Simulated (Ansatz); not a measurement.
# FeCo: enthalpy against pressure

FeCo, Pm-3m, a = 2.802 Å. The structure is a Materials Project entry; whether it is the stable form wasn't checked. Ansatz: PBEsol, PAW, 420 eV, Γ-centred 14×14×14 mesh on 2 atoms, Gaussian smearing 0.10 eV; collinear spin, largest moment 2.7 μB. Cell and atoms are relaxed at each pressure, and no other structure is tried, so the rows at high pressure may lie past a change of phase. y is the enthalpy over the state at zero pressure; there V0 = 11.002 Å³/atom. The pressures are the targets, met within 0.06 GPa.

```
P (GPa) y (eV/atom)
   -3.0      -0.2075
    0.0       0.0000
    3.0       0.2047
    8.0            ?
   15.0       0.9978
   30.0       1.9433
   60.0       3.7224
```

Question: Fit y = c1 P + c2 P² + c3 P³ to the other rows, say what c1 and c2 mean, and predict the missing value.

Answer: Least squares on the rows shown. y = 0.068587 P − 0.00014522 P² + 6.0173×10⁻⁷ P³. Since dH/dP = V, c1 is V0: 0.068587 eV/GPa × 160.2 = 10.988 Å³ against 11.002; c2 = −V0/(2B0) gives B0 = 236 GPa, where a Birch–Murnaghan fit to the volumes of the same runs (not shown) gives 217 GPa: a cubic over this range folds the higher terms into c2. At P = 8.0 the fit asked for gives 0.5397 eV/atom. The run gave 0.5398 eV/atom, so the fit is 0.0001 eV/atom too low, within the rms miss on the fitted rows (0.0003 eV/atom).

Only parallel moments were tried here. The mesh isn't the same in all rows (14×14×14, 16×16×16).

Cost: 7 runs of about 3.3 core-minutes in all, on Intel Xeon Platinum 8488C (Sapphire Rapids) (shared hosts).